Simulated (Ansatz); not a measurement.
I need cell relaxations under several functionals of SnO2, space group I4_1/amd. Use Ansatz 0.2.0, Python API. Use (first run): PBEsol, PAW, cutoff 510 eV, 6×6×6 k-points, cold smearing of 0.02 eV, D3BJ dispersion.

```
CELL_PARAMETERS angstrom
-2.00007 2.00007 5.12368
2.00007 -2.00007 5.12368
2.00007 2.00007 -5.12368
ATOMIC_POSITIONS crystal
Sn 0.75000 0.25000 0.50000
Sn 0.00000 0.00000 0.00000
O 0.79652 0.79652 0.00000
O 0.95348 0.45348 0.50000
O 0.20348 0.20348 0.00000
O 0.54652 0.04652 0.50000
```

Script `sno2.py`:
```python
# -*- coding: utf-8 -*-
import ansatz
import numpy as np

def edges_and_angles(cell):
    cell = np.asarray(cell)
    a, b, c = np.linalg.norm(cell, axis=1)
    cosines = cell[1] @ cell[2] / (b * c), cell[0] @ cell[2] / (a * c), cell[0] @ cell[1] / (a * b)
    return (a, b, c, *np.degrees(np.arccos(cosines)))


def main():
    lattice = ansatz.Lattice.of(
        [-2.000069, 2.000069, 5.123679],
        [2.000069, -2.000069, 5.123679],
        [2.000069, 2.000069, -5.123679],
    )
    sites = [
        ('Sn', [0.75, 0.25, 0.5]),
        ('Sn', [0.0, 0.0, 0.0]),
        ('O', [0.796523, 0.796523, 0.0]),
        ('O', [0.953477, 0.453477, 0.5]),
        ('O', [0.203477, 0.203477, 0.0]),
        ('O', [0.546523, 0.046523, 0.5]),
    ]
    cell = ansatz.Crystal(lattice=lattice)
    for symbol, position in sites:
        cell = cell.atom(symbol, position)

    setup = (
        cell.calculation()
        .basis(510)
        .kpoints(6, 6, 6)
        .occupations('Marzari-Vanderbilt', width=0.02)
        .relax(cell=True, max_steps=60)
    )

    levels = [('pbesol', 'd3bj'), ('blyp', 'd3bj'), ('pbesol', 'none')]
    print('level            a       b       c    alpha   beta  gamma  V/atom  steps')
    for name, dispersion in levels:
        seen = []
        run = setup.functional(name, dispersion=dispersion).session().plan()
        outcome = run.execute(on_event=lambda e: seen.append(e) if e['event'] == 'relax_step' else None)
        cell = outcome.lattice.cell_ang
        label = name if dispersion == 'none' else f'{name}+{dispersion}'
        print('{:13s} {:7.4f} {:7.4f} {:7.4f} {:6.2f} {:6.2f} {:6.2f}'.format(label, *edges_and_angles(cell)), f'{abs(np.linalg.det(cell)) / len(outcome.lattice.sites):7.3f} {len(seen):5d}')


if __name__ == '__main__':
    main()
```

```console
$ python sno2.py
level            a       b       c    alpha   beta  gamma  V/atom  steps
pbesol+d3bj    5.8241  5.8241  5.8241 139.86 139.86  58.07  13.561     5
blyp+d3bj      5.9097  5.9097  5.9097 140.04 140.04  57.80  14.067     5
pbesol         5.8565  5.8565  5.8565 139.94 139.94  57.94  13.743     6
```

From smallest to largest: PBEsol+D3BJ (13.56 Å³ an atom, -0.8 % against the start), PBEsol (13.74 Å³ an atom, +0.6 % against the start) and BLYP+D3BJ (14.07 Å³ an atom, +2.9 % against the start). The spread is 3.7 % in volume.

What to keep in mind:
- Edges and angles are those of the cell as typed, here a primitive one, not of the conventional cell.
- This cell is a computed structure, which may not be the phase found in nature.
- Timing: 66 s on 1 thread of Intel(R) Xeon(R) Processor @ 2.30GHz, with other jobs on the host, peak memory 0.62 GiB.
